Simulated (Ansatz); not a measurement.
The system is Co.

```
CELL_PARAMETERS angstrom
2.47056 0.00000 0.00000
-1.23528 2.13957 0.00000
0.00000 0.00000 8.08823
ATOMIC_POSITIONS crystal
Co 0.66667 0.33333 0.75000
Co 0.00000 0.00000 0.50000
Co 0.33333 0.66667 0.25000
Co 0.00000 0.00000 0.00000
```

Program: Ansatz 0.2.0. Alike in all runs: spin collinear, ferromagnetic start; cell as given; smearing fermi-dirac 0.05 eV.

Problem. Order these runs on this cell by their pressure, lowest first.
A. level LDA; potentials or basis JTH PAW LDA; k mesh 12 × 12 × 4; cutoff (eV) 1320; points for each segment of the path 14; mesh quality not flagged
B. level PBEsol; potentials or basis Ansatz PAW; k mesh 12 × 12 × 4; cutoff (eV) 420; points for each segment of the path 14; mesh quality not flagged
C. level PBE; potentials or basis Ansatz PAW; k mesh 12 × 12 × 4; cutoff (eV) 600; mesh quality not flagged
D. level PBE; potentials or basis Ansatz PAW; k mesh 5 × 5 × 2; cutoff (eV) 420; mesh quality coarse
E. level RPBE; potentials or basis Ansatz PAW; k mesh 12 × 12 × 4; cutoff (eV) 420; points for each segment of the path 14; mesh quality not flagged

Solution. A (-14.1 GPa), B (-5.7 GPa), C (4.6 GPa), D (6.4 GPa), E (10.7 GPa).

Caveats: some runs use coarse meshes; the PAW data sets come from PBE, with cores solved anew for the run's functional, which leaves a small shift of forces and pressure (some runs); the potentials were made for another functional, which shifts forces and pressure (some runs).

Not every run made on this cell is shown here.
